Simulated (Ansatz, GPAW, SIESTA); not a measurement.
# Bi2Te3: programs and potentials compared

```xyz
5
Lattice="2.1930 1.2661 10.1657 -2.1930 1.2661 10.1657 0.0000 -2.5323 10.1657" Properties=species:S:1:pos:R:3 pbc="T T T"
Bi    0.0075    0.0259   18.3063
Bi   -0.0094    0.0118   12.2027
Te    0.0209   -0.0067   24.1171
Te    0.0068    0.0101    6.3671
Te    0.0006    0.0245    0.0087
```

Atoms were shifted at random by some hundredths of an Å from the given cell, which wasn't relaxed again for these runs.

Alike in all runs: task single point; functional PBE; k mesh 7 × 7 × 7; occupations fermi-dirac, width 0.05 eV; no spin polarisation; no spin-orbit coupling. Pressure is positive in compression and, in plane waves, holds the error of the finite cutoff, which Ansatz's Pulay term estimates and takes out.

```tsv
program and potentials	plane-wave cutoff (eV)	notes	pressure (GPa)	largest force (eV/Å)	energy over the undisturbed cell (meV/atom)
Ansatz, all-electron LAPW, scalar-relativistic	-	-	1.74	0.208	-
GPAW, GPAW PAW data sets (gpaw-data 1.2.1)	600	9.6 valence electrons an atom on average	1.51	0.213	-
Ansatz, Ansatz PAW (earlier soft set)	420	15.6 valence electrons an atom on average	1.73	0.210	1.32
SIESTA, files PseudoDojo sr-pbe-0.4.1-standard, DZP (energy shift 0.003 Ry; two zetas on semicore shells)	-	atomic basis; 15.6 valence electrons an atom on average	2.49	0.196	-0.06
```

Force on atom 4 (Te), eV/Å:

```
                                                                                   program and potentials      x      y      z
                                                           Ansatz, all-electron LAPW, scalar-relativistic  0.014  0.035  0.205
                                                               GPAW, GPAW PAW data sets (gpaw-data 1.2.1)  0.014  0.034  0.209
                                                                    Ansatz, Ansatz PAW (earlier soft set)  0.014  0.035  0.206
SIESTA, files PseudoDojo sr-pbe-0.4.1-standard, DZP (energy shift 0.003 Ry; two zetas on semicore shells)  0.019  0.036  0.002
```

The pressure spans 1.51 (GPAW, GPAW PAW data sets (gpaw-data 1.2.1)) to 2.49 GPa (SIESTA, files PseudoDojo sr-pbe-0.4.1-standard, DZP (energy shift 0.003 Ry; two zetas on semicore shells)), with all-electron results at 1.74. Rows in atomic bases carry the error of their basis and grid, which can be large.

The functional is the same throughout but for its coding, so the spread measures potentials, basis and numerics; runs on potential files found faulty are left out.
